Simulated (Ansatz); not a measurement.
## Ge: do energies and stresses tell the same story?

Theory: Ansatz 0.2.0, DFT PBEsol, scalar-relativistic, plane waves, PAW.

Plane waves to 420 eV, a k mesh through Γ of 16×16×16 on the computed 2-atom cell and Gaussian smearing (0.10 eV); no spin polarisation.

Relaxed cell: I4_1/amd, a = 5.126 Å, b = 5.126 Å, c = 2.793 Å, α = 90.00°, β = 90.00°, γ = 90.00°, 2 atoms in the primitive cell. This form isn't the element's structure at ambient conditions.

Energies at zero smearing and pressures from the stress tensor, at volumes with shape and atoms relaxed:
| V (Å³/atom) | E − E(first) (meV/atom) | P (GPa) |
| --- | --- | --- |
| 17.248 | 0.00 | 5.68 |
| 17.799 | -14.14 | 2.61 |
| 18.349 | -18.52 | 0.00 |
| 18.900 | -14.57 | -2.21 |
| 19.450 | -3.62 | -4.06 |

Problem. Check P = −dE/dV between neighbouring volumes, and get the bulk modulus from the pressures alone.

Solution. With 1 eV/Å³ = 160.2 GPa:
```
middle V (Å³/atom)  −ΔE/ΔV (GPa) mean P (GPa)
            17.524         4.117         4.145
            18.074         1.275         1.303
            18.625        -1.149        -1.107
            19.175        -3.188        -3.136
```

The two differ by 0.05 GPa at most. The mean of two end pressures misses the average over a step by about ΔV² P″/12, up to 0.04 GPa here; with that taken off 0.02 GPa remains. Around V = 18.349 Å³/atom, the two neighbours give B = −V ΔP/ΔV = 18.349 × 4.82 / 1.101 = 80.3 GPa, against B0 = 80.3 GPa from the Birch–Murnaghan fit of the energies.